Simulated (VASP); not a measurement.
Crystal: In.

```xyz
1
Lattice="-1.6255 1.6255 2.4737 1.6255 -1.6255 2.4737 1.6255 1.6255 -2.4737" Properties=species:S:1:pos:R:3 pbc="T T T"
In    0.0000    0.0000    0.0000
```

```yaml
Program: VASP 6.6.1
Task: relaxation of cell and atoms
Functional: LDA
Potentials_or_basis: VASP PAW LDA potentials, release 64 (In_d)
Cutoff: 600 eV
k_mesh: 10 × 10 × 10
Occupations: fermi-dirac, width 0.05 eV
Spin: no spin polarisation
```

At the start: pressure -2.6 GPa; volume 26.14 Å³/atom.

Task: How do energy, volume and symmetry change on relaxing?

Result: Over 7 steps the energy falls by 23.6 meV/atom and the volume is 24.65 Å³/atom (-5.7 %); space group Fm-3m (No. 225, to 0.05 Å).

The path:
```tsv
step	energy change (eV)	largest force (eV/Å)	pressure (GPa)	volume (Å³)
1	0.0000	0.0000	-2.57	26.14
2	-0.0178	0.0000	0.20	24.58
3	-0.0179	0.0000	0.36	24.48
4	-0.0177	0.0000	0.92	24.28
5	-0.0179	0.0000	0.38	24.45
6	-0.0211	0.0000	0.26	24.52
7	-0.0236	0.0000	0.01	24.65
```

Final structure:
```yaml
crystal:
  lattice:
    - [-1.63080, 1.63080, 2.31671]
    - [1.63080, -1.63080, 2.31671]
    - [1.63080, 1.63080, -2.31671]
  atoms:
    - { symbol: In, position: [0.00000, 0.00000, 0.00000] }
```
